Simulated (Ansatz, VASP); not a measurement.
**Pd: VASP beside Ansatz**

File INCAR:

```
SYSTEM = Pd
PREC     = Accurate       ! precision mode
ENCUT    = 520            ! plane-wave cutoff, eV
EDIFF    = 1E-7           ! SCF threshold, eV
ISMEAR   = -1             ! smearing method
SIGMA    = 0.05           ! smearing width, eV
LREAL    = .FALSE.        ! projectors in reciprocal space
LASPH    = .TRUE.         ! aspherical terms in the spheres
NELM     = 150            ! most SCF steps
ALGO     = Normal         ! electronic algorithm
ISIF     = 2              ! what is computed and relaxed
LWAVE    = .FALSE.        ! write WAVECAR
LCHARG   = .TRUE.         ! write CHGCAR
ISPIN    = 2              ! spin polarisation
MAGMOM   = 0.447 0.447    ! initial moments
LORBIT   = 11             ! projections on sites
LMAXMIX  = 4              ! l up to which the mixer works
GGA      = RP             ! functional
LELF     = .TRUE.         ! ELF
LVHAR    = .TRUE.       
NBANDS   = 21             ! bands
```

KPOINTS

```
Automatic mesh
0
G
  10 10 10
  0 0 0
```

POSCAR

```
Pd
1.0
    0.0000000000      2.8248472178      2.8248472178
    2.8248472178      0.0000000000      2.8248472178
    2.8248472178      2.8248472178      0.0000000000
Pd
2
Direct
    0.1250000000      0.1250000000      0.1250000000
    0.8750000000      0.8750000000      0.8750000000
```

Input for Ansatz:

```yaml
crystal:
  lattice:
    - [0.0, 2.8248472178, 2.8248472178]
    - [2.8248472178, 0.0, 2.8248472178]
    - [2.8248472178, 2.8248472178, 0.0]
  atoms:
    - { symbol: Pd, position: [0.125, 0.125, 0.125], spin: 0.447 }
    - { symbol: Pd, position: [0.875, 0.875, 0.875], spin: 0.447 }
hamiltonian:
  xc: rpbe
  pseudopotentials:
    kind: paw
    azcp:
      Pd: "pseudopotentials/Pd.paw.azcp"
basis:
  ecutwfc: 420
  fft_grid_basis: typed
kpoints:
  mp_grid: { grid: [10, 10, 10], shift: [0, 0, 0] }
magnetization:
  spin_polarized: true
scf:
  occupations: { method: fermi_dirac, width: 0.05 }
  lower_state_search: "off"
output:
  stress: true
```

Alike in both runs: task single point; functional RPBE; k mesh 10 × 10 × 10; occupations fermi-dirac, width 0.05 eV; collinear spin.

|  | VASP | Ansatz |
| --- | --- | --- |
| version | VASP 6.6.1 | Ansatz 0.2.0 |
| potentials or method | VASP PAW PBE potentials, release 64 (Pd) | plane waves (420 eV) with PAW, scalar-relativistic |
| plane-wave cutoff (eV) | 520 | 420 |
| valence electrons in the cell | 20 | 36 |

Ansatz gave:

| Quantity | Value |
| --- | --- |
| pressure (GPa) | 10.0 |
| net moment per atom (μB) | 0.48 |
| size of the moment on the site where the two differ most (μB) | 0.46 |

Problem. What did VASP give for the same quantities?

Solution. Pressure (GPa): 9.5; net moment per atom (μB): 0.48; size of the moment on the site where the two differ most (μB): 0.47.

Site moments also hang on the region over which each program counts them. The two sets of potentials don't hold the same shells in valence.

Caveats: the PAW data sets were made with another functional, which shifts forces and pressure a little (VASP).
